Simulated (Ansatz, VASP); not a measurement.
# Two plane-wave programs on Mg2O

```
Mg O
1.0
     2.03675    0.00000    0.00000
     0.00000    3.42524    0.00000
     0.00000    0.00000    4.15316
Mg O
2 1
Cartesian
  0.0000 0.0000 3.0906
  0.0000 1.7126 0.0000
  0.0000 0.0000 1.0626
```

Alike in both runs: task single point; functional PBE; k mesh 8 × 6 × 4; occupations gaussian, width 0.1 eV; no spin polarisation.

|  | VASP | Ansatz |
| --- | --- | --- |
| version | VASP 6.6.1 | Ansatz 0.2.0 |
| potentials or method | VASP PAW PBE potentials, release 64 (Mg, O) | scalar-relativistic, plane waves, PAW |
| plane-wave cutoff (eV) | 520 | 420 |
| valence electrons in the cell | 10 | 26 |

|  | VASP | Ansatz | Ansatz less VASP |
| --- | --- | --- | --- |
| gap on the k mesh at the Fermi level (eV) | none | none | - |
| rms of the force components (eV/Å) | 3.393 | 3.380 | -0.0126 |

Atom by atom the forces differ by 0.016 eV/Å (rms over components). A gap of «none» marks a metal or a gap that the smearing closes. With one functional, cell and mesh, what is left measures potentials, basis and numerics. The two sets of potentials don't hold the same shells in valence.

Caveats: the k mesh is coarse (spacing up to 0.39 Å⁻¹), so the values aren't converged; forces of over 1 eV/Å show positions far from the minimum, so gaps and moduli don't describe the material at rest.
